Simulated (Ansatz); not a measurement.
The system is Co.

```
CELL_PARAMETERS angstrom
2.47200 0.00000 0.00000
-1.23600 2.14081 0.00000
0.00000 0.00000 4.02114
ATOMIC_POSITIONS crystal
Co 0.66667 0.33333 0.75000
Co 0.33333 0.66667 0.25000
```

Alike in all runs: program Ansatz 0.2.0; functional PBEsol; potentials or basis Ansatz PAW; cutoff 420 eV (not typed: the program's choice for these potentials); k mesh 10 × 10 × 6; occupations fermi-dirac, width 0.05 eV.

Q: Only the start or the spin constraint differs. Which run ends lowest in energy?
A. collinear spin, ferromagnetic start of up to 2.5 μB; fixed moment 5
B. collinear spin, ferromagnetic start of up to 0.5 μB; fixed moment 1
C. collinear spin, ferromagnetic start of up to 2 μB; fixed moment 4
D. collinear spin, ferromagnetic start of up to 1 μB; fixed moment 2
E. collinear spin, program default start; fixed moment 0
F. collinear spin, ferromagnetic start of up to 1.5 μB; fixed moment 3

A: F.

```csv
start,free energy over the lowest (meV/atom),net moment (μB),site or absolute moments (μB),gap
"collinear spin, ferromagnetic start of up to 2 μB; fixed moment 4",131.7,4.00,Co +2.02,-
"collinear spin, ferromagnetic start of up to 3 μB; fixed moment 6",1893.5,6.00,Co +2.79,-
"collinear spin, ferromagnetic start of up to 1.5 μB; fixed moment 3",0.0,3.00,Co +1.57,-
"collinear spin, program default start; fixed moment 0",192.6,0.00,-,-
"collinear spin, ferromagnetic start of up to 4 μB; fixed moment 8",6080.0,8.00,Co +3.52,-
"collinear spin, ferromagnetic start of up to 2.5 μB; fixed moment 5",714.4,5.00,Co +2.41,-
"collinear spin, ferromagnetic start of up to 1 μB; fixed moment 2",92.8,2.00,Co +1.06,-
"collinear spin, ferromagnetic start of up to 0.5 μB; fixed moment 1",162.8,1.00,Co +0.53,-
```

All polarised runs hold their moment fixed, so the table maps the energy against it. A still lower state may exist.

Caveats: the total moment is fixed, so each spin has its own Fermi level.
